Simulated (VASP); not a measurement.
**From an Ansatz input to VASP: MgO (database structure)**

Ansatz input

```yaml
crystal:
  lattice:
    - [3.4840796175, 0.0, 0.0]
    - [-1.7420398087, 3.0173014576, 0.0]
    - [0.0, 0.0, 4.1853171403]
  atoms:
    - { symbol: Mg, position: [0.6666666667, 0.3333333333, 0.75] }
    - { symbol: Mg, position: [0.3333333333, 0.6666666667, 0.25] }
    - { symbol: O, position: [0.6666666667, 0.3333333333, 0.25] }
    - { symbol: O, position: [0.3333333333, 0.6666666667, 0.75] }
kpoints:
  mp_grid: { grid: [12, 12, 6] }
  band_path:
    path:
      - [0.0, 0.0, 0.0]
      - [0.5, 0.0, 0.0]
      - [0.3333333333, 0.3333333333, 0.0]
      - [0.0, 0.0, 0.5]
      - [0.5, 0.0, 0.5]
      - [0.3333333333, 0.3333333333, 0.5]
    npoints: 1
hamiltonian:
  xc: pbe
scf:
  occupations: { method: fermi_dirac, width: 0.02 }
  n_extra_bands: 5
output:
  forces: true
  stress: true
  eigenvalues: true
```

**Question.** Which VASP files do the same job?

**Answer.** 

INCAR

```
LCHARG = .FALSE.
LWAVE = .FALSE.
LASPH = .TRUE.
ISMEAR = -1
LREAL = .FALSE.
NBANDS = 16
NSW = 0
ISIF = 2
PREC = Accurate
NELM = 120
IBRION = -1
EDIFF = 1E-7
ENCUT = 520
GGA = PE
SIGMA = 0.02
```

KPOINTS

```
KPOINTS created by Atomic Simulation Environment
0
Gamma
12 12 6
0 0 0
```

KPOINTS_OPT

```
special points
6
Reciprocal
0.0000000000 0.0000000000 0.0000000000 1
0.5000000000 0.0000000000 0.0000000000 1
0.3333333333 0.3333333333 0.0000000000 1
0.0000000000 0.0000000000 0.5000000000 1
0.5000000000 0.0000000000 0.5000000000 1
0.3333333333 0.3333333333 0.5000000000 1
```

POSCAR

```
Mg O
 1.0000000000000000
     3.4840796174923616    0.0000000000000000    0.0000000000000000
    -1.7420398087461808    3.0173014575559547    0.0000000000000000
     0.0000000000000000    0.0000000000000000    4.1853171403049192
 Mg  O
   2   2
Cartesian
  1.7420398087461813  1.0057671525186518  3.1389878552286898
  0.0000000000000001  2.0115343050373036  1.0463292850762296
  1.7420398087461813  1.0057671525186518  1.0463292850762296
  0.0000000000000001  2.0115343050373036  3.1389878552286898
```

VASP ran with the recommended PBE PAW datasets (16 valence electrons in the cell). Other inputs would serve too.

```json
{"": "gap between bands v and c", "Ansatz": "3.45 eV", "VASP": "3.43 eV"}
{"": "least direct gap", "Ansatz": "3.45 eV", "VASP": "3.43 eV"}
{"": "pressure", "Ansatz": "4.5 GPa", "VASP": "4.0 GPa"}
```

Datasets and cutoffs are each program's own. VASP's cell holds 16 valence electrons and Ansatz's 32. Ansatz's stress includes a Pulay correction; VASP's doesn't.
